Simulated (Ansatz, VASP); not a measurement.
# One calculation of Ge, two programs

The input INCAR:

```
SYSTEM = Ge
ALGO = Normal
EDIFF = 1E-6
ENCUT = 520
GGA = PE
ISIF = 2
ISMEAR = 0
LASPH = .TRUE.
LCHARG = .FALSE.
LREAL = .FALSE.
LWAVE = .FALSE.
NBANDS = 28
NELM = 80
PREC = Accurate
SIGMA = 0.1
```

File KPOINTS:

```
k-points
0
G
  6 6 4
  0 0 0
```

POSCAR

```
Ge
1.0
    3.1077807300     -1.7511398100      0.0000000000
    3.1077807300      1.7511398100      0.0000000000
   -0.1288232000      0.0000000000      4.3330201000
Ge
3
Direct
    0.3176870000      0.3176870000      0.6840320200
    0.6823130000      0.6823130000      0.3159679800
    0.0000000000      0.0000000000      0.0000000000
```

Input for Ansatz:

```yaml
crystal:
  lattice:
    - [3.10778073, -1.75113981, 0.0]
    - [3.10778073, 1.75113981, 0.0]
    - [-0.1288232, 0.0, 4.3330201]
  atoms:
    - { symbol: Ge, position: [0.317687, 0.317687, 0.68403202] }
    - { symbol: Ge, position: [0.682313, 0.682313, 0.31596798] }
    - { symbol: Ge, position: [0.0, 0.0, 0.0] }
basis:
  ecutwfc: 420
kpoints:
  mp_grid: { grid: [6, 6, 4] }
hamiltonian:
  xc: pbe
scf:
  occupations: { method: gaussian, width: 0.1 }
  lower_state_search: "off"
output:
  forces: true
  stress: true
  eigenvalues: true
```

Alike in both runs: task single point; functional PBE; k mesh 6 × 6 × 4; occupations gaussian, width 0.1 eV; no spin polarisation.

```csv
,VASP,Ansatz
version,VASP 6.6.1,Ansatz 0.2.0
potentials or method,"VASP PAW PBE potentials, release 64 (Ge_d)","scalar-relativistic, plane waves, PAW"
plane-wave cutoff (eV),520,420
valence electrons in the cell,42,42
```

|  | VASP | Ansatz | Ansatz less VASP |
| --- | --- | --- | --- |
| gap on the k mesh at the Fermi level (eV) | none | none | - |
| rms of the force components (eV/Å) | 0.349 | 0.349 | -0.0002 |

Atom by atom the forces differ by 0.001 eV/Å (rms over components). A gap of «none» marks a metal or a gap that the smearing closes.

Caveats: the k mesh is coarse (spacing up to 0.36 Å⁻¹), so the values aren't converged.
